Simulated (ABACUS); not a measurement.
The system is Si2W.

```
W Si
1.0
    -1.60690    1.60690    3.91495
     1.60690   -1.60690    3.91495
     1.60690    1.60690   -3.91495
W Si
1 2
Direct
  0.00000 0.00000 0.00000
  0.66530 0.66530 0.00000
  0.33470 0.33470 0.00000
```

| Property | Result |
| --- | --- |
| Program | ABACUS 3.10.1 |
| Task | single point |
| Functional | PBE |
| Potentials or basis | PseudoDojo NC SR 0.4.1 PBE standard |
| Cutoff | 1361 eV |
| Density cutoff | 5442 eV |
| Basis | DZP LCAO (the cutoffs set its grid) |
| k mesh | 12 × 12 × 12 |
| Occupations | fermi-dirac, width 0.05 eV |
| Spin | no spin polarisation |

On this cell: pressure 4.4 GPa; largest force 0.101 eV/Å; band gap on the k mesh none (metal or under the smearing width).

The same run follows on a disturbed copy (atoms moved at random, drawn with an rms of 0.05 Å):

```xyz
3
Lattice="-1.6069 1.6069 3.9150 1.6069 -1.6069 3.9150 1.6069 1.6069 -3.9150" Properties=species:S:1:pos:R:3 pbc="T T T"
W    -0.0037    0.0416   -0.0061
Si   -0.0323    0.0589    5.1936
Si   -0.0748   -0.0102    2.6451
```

**Question.** What does the disturbed cell give?

**Answer.** The energy (extrapolated to zero smearing) moves by +16.8 meV/atom; pressure 5.4 GPa; largest force 1.011 eV/Å; band gap on the k mesh none (metal or under the smearing width).

Forces in eV/Å, atoms in the order of the input:
```
W   -0.604 -0.224  0.220
Si   0.035 -0.306  0.427
Si   0.568  0.531 -0.647
```

Stress tensor (GPa, compression positive):
```
 5.29  0.52 -0.51
 0.52  5.34 -0.75
-0.51 -0.75  5.51
```

Caveats: the atomic orbitals were generated for these runs and aren't a published set; the basis of atomic orbitals isn't converged, which shifts pressures, moduli and gaps.
